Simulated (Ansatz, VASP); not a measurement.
# One calculation of PbSe, two programs

Contents of INCAR:

```
ALGO = Normal
EDIFF = 1E-6
ENCUT = 520
GGA = CA
ISIF = 2
ISMEAR = -1
LASPH = True
LCHARG = False
LREAL = False
LWAVE = False
NBANDS = 17
NELM = 100
PREC = Accurate
SIGMA = 0.05
```

Contents of KPOINTS:

```
k-points
0
Gamma
  7 7 7
```

POSCAR

```
PbSe
1.0
    3.7843220000      0.0000000000      0.0000000000
    0.0000000000      3.7843220000      0.0000000000
    0.0000000000      0.0000000000      3.7843220000
Pb Se
1 1
Direct
    0.0000000000      0.0000000000      0.0000000000
    0.5000000000      0.5000000000      0.5000000000
```

Contents of input.yaml:

```yaml
crystal:
  lattice:
    - [3.784322, 0.0, 0.0]
    - [0.0, 3.784322, 0.0]
    - [0.0, 0.0, 3.784322]
  atoms:
    - { symbol: Pb, position: [0.0, 0.0, 0.0] }
    - { symbol: Se, position: [0.5, 0.5, 0.5] }
kpoints:
  mp_grid: { grid: [7, 7, 7] }
scf:
  occupations: { method: fermi_dirac, width: 0.05 }
hamiltonian:
  xc: lda
  pseudopotentials: { kind: all_electron, lapw: { basis_error: 0.001 } }
output:
  forces: true
  stress: true
  eigenvalues: true
```

Alike in both runs: task single point; functional LDA; k mesh 7 × 7 × 7; occupations fermi-dirac, width 0.05 eV; no spin polarisation.

|  | VASP | Ansatz |
| --- | --- | --- |
| version | VASP 6.6.1 | Ansatz 0.2.0 |
| potentials or method | VASP PAW LDA potentials, release 64 (Pb_d, Se) | all-electron LAPW, scalar-relativistic |
| plane-wave cutoff (eV) | 520 | see its input |

Ansatz gave:

```
gap on the k mesh at the Fermi level (eV) : none
pressure (GPa)                            : -4.8
```

Question: Which values does VASP return?

Answer: gap on the k mesh at the Fermi level (eV): none; pressure (GPa): -4.7.

A gap of «none» marks a metal or a gap that the smearing closes. Ansatz ran all-electron here, so the differences hold the error of VASP's frozen core and of both bases.

Spin-orbit coupling is left out, which matters for the levels of Pb.
